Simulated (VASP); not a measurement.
Crystal: BN.

```
N B
1.0
     1.25112    0.72234    3.37293
    -1.25112    0.72234    3.37293
     0.00000   -1.44467    3.37293
N B
1 1
Direct
  0.66724 0.66724 0.66724
  0.00033 0.00033 0.00033
```

The cell is a database's computed one.

```yaml
Program: VASP 6.6.1
Task: relaxation of cell and atoms
Functional: LDA
Potentials_or_basis: VASP PAW LDA potentials, release 64 (N, B)
Cutoff: 600 eV
k_mesh: 12 × 12 × 12
Occupations: fermi-dirac, width 0.05 eV
Spin: no spin polarisation
```

At the start: pressure -4.0 GPa; volume 9.14 Å³/atom.

Task: Where does the relaxation end?

Result: Over 11 steps the energy falls by 3.6 meV/atom and the volume is 8.59 Å³/atom (-6.1 %); space group R3m (No. 160, to 0.05 Å).

The path:
```tsv
step	energy change (eV)	largest force (eV/Å)	pressure (GPa)	volume (Å³)
1	0.0000	0.0024	-4.00	18.29
2	0.0090	0.0005	7.21	17.69
3	-0.0032	0.0017	-0.34	18.08
4	-0.0032	0.0017	-0.29	18.08
5	-0.0036	0.0014	-0.24	18.03
6	-0.0047	0.0108	-0.16	17.87
7	-0.0063	0.0300	-0.14	17.56
8	-0.0067	0.0721	0.18	16.93
9	-0.0071	0.0531	0.02	17.20
10	-0.0060	0.1737	-0.42	17.10
11	-0.0072	0.0006	-0.12	17.18
```

Final structure:
```
N B
1.0
     1.24499    0.71880    3.19871
    -1.24499    0.71880    3.19871
     0.00000   -1.43759    3.19871
N B
1 1
Cartesian
  0.0000 0.0000 6.4038
  0.0000 0.0000 0.0023
```
